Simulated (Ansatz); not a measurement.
**HfO2 (P2_1/c): the host for defect calculations**

Aim: the runs on the perfect crystal HfO2 (P2_1/c) that a defect calculation needs first.

Method: plane-wave PAW DFT, r2SCAN; relaxation of the host's cell and atoms; PAW set soft_1, in the first sound run; inputs show where later runs differ, in Ansatz 0.2.0.

This is a report of a sequence of runs, with most program output left out.

**1. The structure**

Symmetry: P2_1/c, No. 14, monoclinic system. Conventional cell: a = 5.094 Å, b = 5.151 Å, c = 5.276 Å, α = 90.00°, β = 99.56°, γ = 90.00°. Nearest to Hf lie 7 O at 2.03 to 2.24 Å. O has 4 Hf at 2.13 to 2.24 Å nearest. Nearest to O lie 3 Hf at 2.03 to 2.13 Å. Farther neighbours and most contacts between anions are not listed.

**2. Host cell relaxation**

Lattice and positions are set free, within the symmetry that the program keeps.

File cell/input.yaml:

```yaml
crystal:
  lattice:
    - [5.094175, 0.0, 0.0]
    - [0.0, 5.1506447, 0.0]
    - [-0.876169, 0.0, 5.2029535]
  atoms:
    - { symbol: Hf, position: [0.27613578, 0.45806468, 0.70790733] }
    - { symbol: Hf, position: [0.72386422, 0.95806468, 0.79209267] }
    - { symbol: Hf, position: [0.72386422, 0.54193532, 0.29209267] }
    - { symbol: Hf, position: [0.27613578, 0.04193532, 0.20790733] }
    - { symbol: O, position: [0.44799782, 0.74252595, 0.97857799] }
    - { symbol: O, position: [0.55200218, 0.24252595, 0.52142201] }
    - { symbol: O, position: [0.55200218, 0.25747405, 0.02142201] }
    - { symbol: O, position: [0.44799782, 0.75747405, 0.47857799] }
    - { symbol: O, position: [0.06836078, 0.33075888, 0.34625278] }
    - { symbol: O, position: [0.93163922, 0.83075888, 0.15374722] }
    - { symbol: O, position: [0.93163922, 0.66924112, 0.65374722] }
    - { symbol: O, position: [0.06836078, 0.16924112, 0.84625278] }
basis:
  ecutwfc: 500
  xc_grid: 2
hamiltonian:
  xc: r2scan
  pseudopotentials: { kind: paw, azcp: { folder: soft_1 } }
kpoints:
  mp_grid: { grid: [6, 6, 6] }
scf:
  occupations: { method: fixed }
  max_iter: 100
relax:
  f_tol: 0.005
  max_steps: 60
  cell: {}
output:
  forces: true
  stress: true
checkpoint:
  write: "../cell.run"
  compress: false
  write_wavefunctions: false
  write_every: 100000
```

Started as:

```sh
> ansatz run input.yaml --threads 32 --pin off --max-ram 131891MiB --backend cuda --events-out ev --progress --plain --runs-dir out
```

The job ended after 7.8 s (1 × NVIDIA GB200 with 32 threads of Arm Neoverse V2, shared host; peak memory 1.1 GiB).

Relaxation path:

| step | energy less that of the first step (eV) | largest force component (eV/Å) | pressure (GPa) | volume (Å³) |
| --- | --- | --- | --- | --- |
| 1 | 0.0000 | 0.0833 | 3.86 | 136.52 |
| 2 | -0.0216 | 0.0283 | -0.76 | 138.99 |
| 3 | -0.0230 | 0.0221 | -0.06 | 138.56 |
| 4 | -0.0232 | 0.0074 | 0.05 | 138.51 |
| 5 | -0.0234 | 0.0062 | 0.03 | 138.50 |
| 6 | -0.0235 | 0.0018 | 0.00 | 138.46 |
| 7* | -0.0247 | 0.0019 | -0.01 | 138.46 |

Relaxation steps marked * repeat the geometry before them on a plane-wave basis chosen anew for their cell, so energy and pressure can jump there.

The run keeps the 4 symmetry operations that it works with, so distortions that break them were not tested.

| cell as run | before | after | change |
| --- | --- | --- | --- |
| a (Å) | 5.094 | 5.115 | +0.4 % |
| b (Å) | 5.151 | 5.181 | +0.6 % |
| c (Å) | 5.276 | 5.297 | +0.4 % |
| β (°) | 99.56 | 99.46 | -0.1 % |
| volume (Å³/atom) | 11.38 | 11.54 | +1.4 % |

The atoms that moved most (Å, as changes of fractional coordinates times the final cell):

| atom | dx | dy | dz | length |
| --- | --- | --- | --- | --- |
| O9 | 0.010 | 0.014 | -0.010 | 0.020 |
| O10 | -0.010 | 0.014 | 0.010 | 0.020 |
| O12 | 0.010 | -0.014 | -0.010 | 0.020 |
| O11 | -0.010 | -0.014 | 0.010 | 0.020 |

Numbers from this step:

```
pressure : -0.01023 GPa
```

The relaxation ends with a largest force component of 0.0019 eV/Å and a pressure of -0.01 GPa.

**3. Dielectric tensors of the host**

The response to a uniform electric field gives the electronic dielectric tensor.

This step: plane-wave PAW DFPT, PBEsol; dielectric tensors, Born charges and zone-centre modes of the host; PAW set soft_1 (Ansatz 0.2.0).

File eps/input.yaml:

```yaml
crystal:
  lattice:
    - [5.1147252449, 0.0, 0.0043909604]
    - [0.0, 5.1813143374, 0.0]
    - [-0.8752188019, 0.0, 5.2238375711]
  atoms:
    - { symbol: Hf, position: [0.2761773384, 0.4581728403, 0.7082614185] }
    - { symbol: Hf, position: [0.7238226616, 0.9581728403, 0.7917385815] }
    - { symbol: Hf, position: [0.7238226616, 0.5418271597, 0.2917385815] }
    - { symbol: Hf, position: [0.2761773384, 0.0418271597, 0.2082614185] }
    - { symbol: O, position: [0.4479969725, 0.7423715742, 0.9784219222] }
    - { symbol: O, position: [0.5520030275, 0.2423715742, 0.5215780778] }
    - { symbol: O, position: [0.5520030275, 0.2576284258, 0.0215780778] }
    - { symbol: O, position: [0.4479969725, 0.7576284258, 0.4784219222] }
    - { symbol: O, position: [0.0699426689, 0.3334753591, 0.3442632163] }
    - { symbol: O, position: [0.9300573311, 0.8334753591, 0.1557367837] }
    - { symbol: O, position: [0.9300573311, 0.6665246409, 0.6557367837] }
    - { symbol: O, position: [0.0699426689, 0.1665246409, 0.8442632163] }
basis:
  ecutwfc: 420
hamiltonian:
  xc: pbesol
  pseudopotentials: { kind: paw, azcp: { folder: soft_1 }, xc_functional: pbe }
kpoints:
  mp_grid: { grid: [5, 5, 5] }
scf:
  occupations: { method: fixed }
  max_iter: 100
phonons:
  method: dfpt
  dielectric: true
  rigid_motions: translations
```

Wall time 19 s (1 × NVIDIA GB200 with 32 threads); peak memory 4.5 GiB; 3.6 min of CPU time.

Electronic dielectric tensor:

```
5.04 0.00 0.14
0.00 5.06 0.00
0.14 0.00 4.74
```

Static dielectric tensor:

```
21.35  0.00  1.58
 0.00 19.46  0.00
 1.58  0.00 15.71
```

The principal values of the electronic dielectric tensor are 4.68, 5.06 and 5.09. The principal values of the static dielectric tensor are 15.30, 19.46 and 21.76.

**4. Defect free supercell relaxed in its symmetry**

This cell, the one that will hold the defects, is built from the relaxed host. Its coarser k-points can move the atoms a little, so it is relaxed from the symmetric sites, as the reference for the test of stability.

This step: plane-wave PAW DFT, r2SCAN; relaxation of the defect-free supercell in its symmetry; PAW set soft_1 (Ansatz 0.2.0).

System of this step: HfO2 (P2_1/c). The cell holds 96 atoms: 32 Hf and 64 O. Cell: a = 10.229 Å, b = 10.363 Å, c = 10.593 Å, α = 90.0°, β = 99.5°, γ = 90.0°.

File pristine.symmetric/input.yaml:

```yaml
crystal:
  lattice:
    - [10.2294504898, 0.0, 0.0087819208]
    - [0.0, 10.3626286749, 0.0]
    - [-1.7504376039, 0.0, 10.4476751421]
  atoms:
    - { symbol: Hf, position: [0.1380886692, 0.2290864202, 0.3541307092] }
    - { symbol: Hf, position: [0.3619113308, 0.4790864202, 0.3958692908] }
    - { symbol: Hf, position: [0.3619113308, 0.2709135798, 0.1458692908] }
    - { symbol: Hf, position: [0.1380886692, 0.0209135798, 0.1041307092] }
    - { symbol: O, position: [0.2239984862, 0.3711857871, 0.4892109611] }
    - { symbol: O, position: [0.2760015138, 0.1211857871, 0.2607890389] }
    - { symbol: O, position: [0.2760015138, 0.1288142129, 0.0107890389] }
    - { symbol: O, position: [0.2239984862, 0.3788142129, 0.2392109611] }
    - { symbol: O, position: [0.0349713344, 0.1667376796, 0.1721316082] }
    - { symbol: O, position: [0.4650286656, 0.4167376796, 0.0778683918] }
    - { symbol: O, position: [0.4650286656, 0.3332623204, 0.3278683918] }
    - { symbol: O, position: [0.0349713344, 0.0832623204, 0.4221316082] }
    - { symbol: Hf, position: [0.1380886692, 0.2290864202, 0.8541307092] }
    - { symbol: Hf, position: [0.3619113308, 0.4790864202, 0.8958692908] }
    - { symbol: Hf, position: [0.3619113308, 0.2709135798, 0.6458692908] }
    - { symbol: Hf, position: [0.1380886692, 0.0209135798, 0.6041307092] }
    - { symbol: O, position: [0.2239984862, 0.3711857871, 0.9892109611] }
    - { symbol: O, position: [0.2760015138, 0.1211857871, 0.7607890389] }
    - { symbol: O, position: [0.2760015138, 0.1288142129, 0.5107890389] }
    - { symbol: O, position: [0.2239984862, 0.3788142129, 0.7392109611] }
    - { symbol: O, position: [0.0349713344, 0.1667376796, 0.6721316081] }
    - { symbol: O, position: [0.4650286656, 0.4167376796, 0.5778683919] }
    - { symbol: O, position: [0.4650286656, 0.3332623204, 0.8278683919] }
    - { symbol: O, position: [0.0349713344, 0.0832623204, 0.9221316082] }
    - { symbol: Hf, position: [0.1380886692, 0.7290864202, 0.3541307092] }
    - { symbol: Hf, position: [0.3619113308, 0.9790864202, 0.3958692908] }
    - { symbol: Hf, position: [0.3619113308, 0.7709135798, 0.1458692908] }
    - { symbol: Hf, position: [0.1380886692, 0.5209135798, 0.1041307092] }
    - { symbol: O, position: [0.2239984862, 0.8711857871, 0.4892109611] }
    - { symbol: O, position: [0.2760015138, 0.6211857871, 0.2607890389] }
[... 60 atom lines left out ...]
    - { symbol: O, position: [0.7760015138, 0.6288142129, 0.5107890389] }
    - { symbol: O, position: [0.7239984862, 0.8788142129, 0.7392109611] }
    - { symbol: O, position: [0.5349713344, 0.6667376796, 0.6721316081] }
    - { symbol: O, position: [0.9650286656, 0.9167376796, 0.5778683919] }
    - { symbol: O, position: [0.9650286656, 0.8332623204, 0.8278683919] }
    - { symbol: O, position: [0.5349713344, 0.5832623204, 0.9221316082] }
basis:
  ecutwfc: 500
  xc_grid: 2
hamiltonian:
  xc: r2scan
  pseudopotentials: { kind: paw, azcp: { folder: soft_1 } }
kpoints:
  mp_grid: { grid: [1, 1, 1] }
scf:
  occupations: { method: fermi_dirac, width: 0.01 }
  max_iter: 100
  lower_state_search: "off"
output:
  forces: true
relax:
  f_tol: 0.015
  max_steps: 60
  escape_saddle: false
checkpoint:
  write: "../pristine.symmetric.run"
  compress: false
  write_wavefunctions: false
  write_every: 100000
```

Wall time 2.6 s (1 × NVIDIA GB200 with 32 threads); peak memory 1.4 GiB.

Hardly anything moved in the relaxation; the energy changed by under 0.2 meV an atom.

**5. Defect free supercell relaxed from displaced atoms**

This step: plane-wave PAW DFT, r2SCAN; relaxation of the defect-free supercell from random displacements, a test of the host's stability; PAW set soft_1 (Ansatz 0.2.0).

pristine.rattled/input.yaml, as its differences from pristine.symmetric/input.yaml of step 4:

```diff
@@ -59,6 +59,6 @@
   f_tol: 0.015
-  max_steps: 60
-  escape_saddle: false
+  max_steps: 120
+  random_displacement: { amplitude: 0.06, seed: 3826 }
 checkpoint:
-  write: "../pristine.symmetric.run"
+  write: "../pristine.rattled.run"
   compress: false
```

Wall time 5.3 s (1 × NVIDIA GB200 with 32 threads); peak memory 1.4 GiB.

Step by step:

| step | energy less that of the first step (eV) | largest force component (eV/Å) |
| --- | --- | --- |
| 1 | 0.0000 | 2.4782 |
| 2 | -1.8366 | 1.1954 |
| 3 | -2.8571 | 0.0420 |
| 4 | -2.8571 | 0.0418 |
| 5 | -2.8590 | 0.0026 |

The relaxation ends 30 meV an atom lower than the displaced start, with a largest force component of 0.0026 eV/Å.

**6. Host on a dense mesh**

This step: plane-wave PAW DFT, r2SCAN; single point of the defect-free host, a test of the k-point sampling; PAW set soft_1 (Ansatz 0.2.0).

System of this step: HfO2 (P2_1/c). It takes space group P2_1/c (No. 14, monoclinic). Conventional cell: a = 5.115 Å, b = 5.181 Å, c = 5.297 Å, α = 90.00°, β = 99.46°, γ = 90.00°. Hf has 7 O at 2.04 to 2.25 Å nearest. Nearest to O lie 4 Hf at 2.14 to 2.25 Å. Nearest to O lie 3 Hf at 2.04 to 2.14 Å. Farther neighbours and most contacts between anions are not listed.

dense/input.yaml, as its differences from eps/input.yaml of step 3:

```diff
@@ -19,14 +19,17 @@
 basis:
-  ecutwfc: 420
+  ecutwfc: 500
+  xc_grid: 2
 hamiltonian:
-  xc: pbesol
-  pseudopotentials: { kind: paw, azcp: { folder: soft_1 }, xc_functional: pbe }
+  xc: r2scan
+  pseudopotentials: { kind: paw, azcp: { folder: soft_1 } }
 kpoints:
-  mp_grid: { grid: [5, 5, 5] }
+  mp_grid: { grid: [6, 6, 6] }
 scf:
-  occupations: { method: fixed }
+  occupations: { method: fermi_dirac, width: 0.01 }
   max_iter: 100
-phonons:
-  method: dfpt
-  dielectric: true
-  rigid_motions: translations
+  lower_state_search: "off"
+checkpoint:
+  write: "../dense.run"
+  compress: false
+  write_wavefunctions: false
+  write_every: 100000
```

Elapsed: 2.6 s, on 1 × NVIDIA GB200 with 32 threads; peak memory 1.1 GiB.

**7. Defect free supercell at the zone centre**

The supercell is run at the zone centre, to see how far that sampling misses the dense mesh.

System of this step: HfO2 (P2_1/c). The cell holds 96 atoms: 32 Hf and 64 O. Its edges and angles: a = 10.229 Å, b = 10.363 Å, c = 10.593 Å, α = 90.0°, β = 99.5°, γ = 90.0°.

pristine.sampling_gamma/input.yaml, as its differences from pristine.rattled/input.yaml of step 5:

```diff
@@ -55,10 +55,4 @@
   lower_state_search: "off"
-output:
-  forces: true
-relax:
-  f_tol: 0.015
-  max_steps: 120
-  random_displacement: { amplitude: 0.06, seed: 3826 }
 checkpoint:
-  write: "../pristine.rattled.run"
+  write: "../pristine.sampling_gamma.run"
   compress: false
```

Elapsed: 1.9 s, on 1 × NVIDIA GB200 with 32 threads; peak memory 1.4 GiB.

**8. Results**

```yaml
primitive_cell_vectors_lengths: 5.115, 5.181, 5.297 Å
electronic_dielectric_constant: principal values (4.68, 5.06, 5.09)
static_dielectric_constant: principal values (15.30, 19.46, 21.76)
gap_on_the_k_mesh_of_the_response_run_pbesol: 4.04 eV
supercell_relaxed_in_its_symmetry_less_the_displaced_and_relaxed_one: 0.000 eV
energy_an_atom_at_the_zone_centre_alone_less_that_on_the_dense_mesh: 0.003 eV
```

What this shows: Step 5: The energy fell by 2.859 eV from the randomly displaced start; the atoms end within 0.005 Å of the sites as typed, once the mean shift is taken out. The displaced cell ends within 0.01 eV of the symmetric one relaxed in its symmetry, so no lower structure shows in this supercell. The k-mesh can miss the band edges, so this gap is an upper bound at this level. All at zero temperature.

[Logs are printed without paths, hosts, clocks, repeated set-up lines and the standing remarks that a program may print on its own settings, such as how far it seeks lower states.]

[Hosts, paths, dates, database ids (printed as entryN), source tags and the programs' standing remarks are cut or masked in the printed files.]

[Runs of the host that timed out are not shown.]

[For some hosts the program warned that the k-mesh of the response run may be too coarse for force constants and the static dielectric constant; such warnings are not always shown.]
